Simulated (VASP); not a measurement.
**Ga11P12 (a cell with a defect): single point with LDA**

Crystal: Ga11P12 (a cell with a defect).

```
CELL_PARAMETERS angstrom
0.00000 8.17575 8.17575
5.45050 0.00000 5.45050
5.45050 5.45050 0.00000
ATOMIC_POSITIONS crystal
Ga 0.99997 0.99860 0.50128
Ga 0.00010 0.49848 0.00186
Ga 0.00034 0.49738 0.49946
Ga 0.33101 0.99957 0.00092
Ga 0.32936 0.99990 0.50261
Ga 0.32958 0.50119 0.00195
Ga 0.33340 0.49820 0.50005
Ga 0.67019 0.00081 0.00208
Ga 0.66960 0.00071 0.49153
Ga 0.66983 0.49038 0.00187
Ga 0.66813 0.49821 0.49948
P 0.08189 0.12233 0.12502
P 0.08113 0.12064 0.63375
P 0.08133 0.63215 0.12259
P 0.08327 0.62274 0.62583
P 0.41792 0.12368 0.12520
P 0.41766 0.12278 0.62404
P 0.41797 0.62274 0.12447
P 0.41724 0.62301 0.62533
P 0.76491 0.11689 0.11803
P 0.74993 0.12306 0.62555
P 0.75002 0.62432 0.12426
P 0.75027 0.62442 0.62554
```

```
Program             : VASP 6.6.1
Task                : single point
Functional          : LDA
Potentials or basis : VASP PAW LDA potentials, release 64 (Ga_d, P)
Cutoff              : 350 eV
k mesh              : 2 × 2 × 2
Occupations         : gaussian, width 0.03 eV
Spin                : collinear spin, ferromagnetic start
Starting moments    : [0.0, 0.0, 0.0, 0.0, 0.0, 0.0, 0.0, 0.0, 0.0, 0.0, 0.0, 0.25, 0.25, 0.25, 0.0, 0.0, 0.0, 0.0, 0.0, 0.25, 0.0, 0.0, 0.0] μB
Fixed moment        : 1 μB
```

- Pressure: -4.0 GPa
- Largest force: 0.099 eV/Å
- Net moment: 1.00 μB per cell
- Site moments: Ga +0.01, +0.00; P +0.08, -0.00, +0.03, +0.01, +0.00, +0.12 μB
- Valence electrons inside the program's atomic spheres: Ga 11.73, 11.72, 11.74; P 2.46, 2.54, 2.52, 2.53, 2.48

Forces on the atoms (eV/Å):
```
Ga   0.003 -0.005  0.001
Ga  -0.002 -0.012  0.004
Ga   0.009 -0.011 -0.003
Ga  -0.011  0.002  0.000
Ga   0.007 -0.005 -0.001
Ga   0.005  0.000 -0.020
Ga  -0.001 -0.003 -0.001
Ga   0.012  0.005  0.009
Ga  -0.008 -0.029  0.020
Ga  -0.016  0.015 -0.035
Ga   0.021 -0.011 -0.010
P    0.054  0.058  0.059
P   -0.062 -0.043  0.060
P   -0.054  0.065 -0.048
P    0.012 -0.017 -0.008
P   -0.015  0.008  0.008
P    0.010  0.001  0.001
P    0.013 -0.001 -0.014
P   -0.009  0.001  0.022
P    0.056 -0.032 -0.033
P   -0.008  0.005 -0.011
P   -0.002  0.006  0.002
P   -0.014  0.004 -0.005
```

Stress tensor (GPa, compression positive):
```
-3.88  0.02  0.03
 0.02 -4.07 -0.13
 0.03 -0.13 -4.07
```

Run time: 2.7 min on 4 MPI ranks on Intel(R) Xeon(R) 6975P-C (Granite Rapids) (shared host), peak memory 0.37 GiB a rank.

Caveat: the k mesh is coarse (spacing up to 0.50 Å⁻¹), so the values aren't converged; the cutoff is under 1.25 times the usual one of these potentials, so pressure, stress and relaxed cells hold a basis-set (Pulay) error; the total moment is fixed, so each spin has its own Fermi level.
